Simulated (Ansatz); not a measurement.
Input and command of a calculation in Ansatz (plane waves; scalar-relativistic PAW potentials unless the input names others):

```yaml
crystal:
  lattice:
    - [-4.5503075814, 4.5503075814, 2.6628761947]
    - [4.5503075814, -4.5503075814, 2.6628761947]
    - [4.4509959319, 4.4509959319, -2.6628761947]
  atoms:
    - { symbol: Si, position: [0.1770689274, 0.1770689274, 0.3541378548] }
    - { symbol: Si, position: [0.8221831732, 0.1778168268, 0.0] }
    - { symbol: Si, position: [0.1778168268, 0.8221831732, 0.0] }
    - { symbol: Si, position: [0.8229310726, 0.8229310726, 0.6458621452] }
    - { symbol: O, position: [0.5, 0.5, 0.5] }
    - { symbol: O, position: [0.0, 0.5, 0.0] }
    - { symbol: O, position: [0.5, 0.0, 0.0] }
    - { symbol: O, position: [0.0, 0.0, 0.5] }
    - { symbol: O, position: [0.0003799187, 0.2098954744, 0.2102753932] }
    - { symbol: O, position: [0.7901045256, -0.0003799187, 0.7897246068] }
    - { symbol: O, position: [0.2098954744, 0.0003799187, 0.2102753932] }
    - { symbol: O, position: [-0.0003799187, 0.7901045256, 0.7897246068] }
basis:
  ecutwfc: 420
kpoints:
  mp_grid: { grid: [6, 6, 6] }
hamiltonian:
  xc: pbe
scf:
  occupations: { method: gaussian, width: 0.02 }
  mixing: { preconditioner: kerker_dos }
output:
  forces: true
  eigenvalues: true
  stress: true
```

```bash
ansatz run input.yaml --threads 2 --pin off --max-ram 5120MiB --backend cpu --events-out ev --progress --plain --runs-dir out
```

Abridged log:
```
Basis set: ecut = 420 eV, 4241 PW (Γ), exchange–correlation on 96×96×96 points (8 copies of the dense FFT grid, shifted against one another)
Bands: 44, of which v1, the nominal top of the filled ones, is band 32 counted from 1 (31 counted from 0)
Symmetry: 8 space group operations
k-points: 46 of 216
SCF iter   1: F=—  HF=-7096.235451 eV  |F-HF|=—  |Δ(HF+E_count)|=         —  Δρ=1.61e-3  dr2=4.11e-3  ethr=1.77e-3  ⟨swp⟩=7.9  Hψ=10987  notcnv=0  defer=24
SCF iter   2: F=—  HF=-7096.236243 eV  |F-HF|=—  |Δ(HF+E_count)|=   7.93e-4  Δρ=7.45e-4  dr2=6.04e-4  ethr=6.43e-6  ⟨swp⟩=2.7  Hψ=3891  notcnv=0  defer=292
SCF iter   3: F=—  HF=-7096.236284 eV  |F-HF|=—  |Δ(HF+E_count)|=   4.09e-5  Δρ=2.69e-4  dr2=6.12e-5  ethr=9.43e-7  ⟨swp⟩=2.0  Hψ=3087  notcnv=0  defer=154
automatic band count: iteration 3 solves 41 bands in place of 44: the levels show a gap, and the empty bands left out lie too high to hold charge; the band table lists the bands solved (type scf.n_extra_bands for more)
SCF iter   4: F=—  HF=-7096.236493 eV  |F-HF|=—  |Δ(HF+E_count)|=   2.09e-4  Δρ=4.46e-5  dr2=1.96e-6  ethr=9.57e-8  ⟨swp⟩=2.0  Hψ=3456  notcnv=0  defer=154
SCF iter   5: F=—  HF=-7096.236497 eV  |F-HF|=—  |Δ(HF+E_count)|=   4.18e-6  Δρ=1.15e-5  dr2=1.54e-7  ethr=3.07e-9  ⟨swp⟩=2.0  Hψ=2890  notcnv=0  defer=154
SCF iter   6: F=-7096.236497 eV  HF=-7096.236497 eV  |F-HF|=2.93e-8  |Δ(HF+E_count)|=   1.00e-7  Δρ=5.69e-6  dr2=4.81e-8  ethr=1.56e-10  ⟨swp⟩=11.3  Hψ=9602  notcnv=0
SCF 1 converged in 6 iterations: F = -7096.236497 eV  dr2 = 4.81e-8
SCF converged after 6 iterations
Free energy (F): -7096.236497 eV
Harris-Foulkes:  -7096.236497 eV  (|F-HF|=2.93e-8)
Internal energy: -7096.236497 eV  (E = F + TS)
E sigma→0 (E₀):  -7096.236497 eV
Fermi energy:    2.422492 eV
--- Forces (eV/Å), atoms counted from 1 ---
  atom   1  Si     0.00000830     0.00000830     0.00000000
  atom   2  Si     0.00017833    -0.00017833     0.00000000
  atom   3  Si    -0.00017833     0.00017833     0.00000000
  atom   4  Si    -0.00000830    -0.00000830     0.00000000
  atom   5  O      0.00000000     0.00000000     0.00000000
  atom   6  O      0.00000000     0.00000000     0.00000000
  atom   7  O      0.00000000     0.00000000     0.00000000
  atom   8  O      0.00000000     0.00000000     0.00000000
  atom   9  O      0.00007054    -0.00007899     0.00000000
  atom  10  O      0.00007899    -0.00007054     0.00000000
  atom  11  O     -0.00007899     0.00007054     0.00000000
  atom  12  O     -0.00007054     0.00007899     0.00000000
--- Stress (GPa, compression-positive) ---
       -0.804496       0.802292       0.000000
        0.802292      -0.804496       0.000000
        0.000000       0.000000      -2.087216
  P = ⅓ Tr σ = -1.2321 GPa (-12.321 kbar)
```

Apart from outputs, empty bands and the relaxation, which only the reference makes, the input differs from a reference run on usual settings in scf.mixing.preconditioner: not typed → "kerker_dos". The reference, at the same geometry, ended its own course with pressure -1.23 GPa, largest force 0.000 eV/Å, gap on the mesh 5.30 eV. This run converged in 6 SCF iterations with an energy at zero smearing within 0.01 meV/atom of the reference's, pressure -1.23 GPa, largest force 0.000 eV/Å, gap on the mesh 5.30 eV.

It took 20 s on 2 threads of Arm Neoverse N1, with other jobs on the host, peak memory 0.65 GiB.